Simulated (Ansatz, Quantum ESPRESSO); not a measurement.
# Zn: the pressure in 2 programs

The cell as given:

```
CELL_PARAMETERS angstrom
2.67000 0.00000 0.00000
-1.33500 2.31229 0.00000
0.00000 0.00000 4.96600
ATOMIC_POSITIONS crystal
Zn 0.66667 0.33333 0.75000
Zn 0.33333 0.66667 0.25000
```

Kept alike: task relaxation of cell and atoms; functional PBEsol; k mesh 11 × 11 × 6; occupations fermi-dirac, width 0.05 eV; no spin polarisation. The mesh is that of the run's cell of 2 atoms. No spin-orbit coupling.

- A: Ansatz, Ansatz PAW, made for PBE, cutoff 420 eV
- B: Quantum ESPRESSO, GBRV 1.5 PBEsol, cutoff 871 eV

```csv
pressure (GPa),A: volume (Å³/atom),B: volume (Å³/atom)
0,14.027,13.927
2,13.674,13.651
5,13.311,13.289
```

Values on potentials made for another functional: all of A. Values hold for each row's relaxed cell, which stops near the pressure aimed at. Ansatz's stress holds its Pulay term. The runs follow the start's structure, whether or not it is the stable one at these pressures. For a metal such a mesh leaves the last digits unconverged.

Question: How large is the effect of the pressure, and do the programs agree on it?

Answer: From 0 to 5 GPa the volume moves by -0.716 in A, -0.638 in B (Å³/atom). Row by row the programs differ by 0.022 to 0.100, and over this span the shifts, as printed, agree within about 11 %.
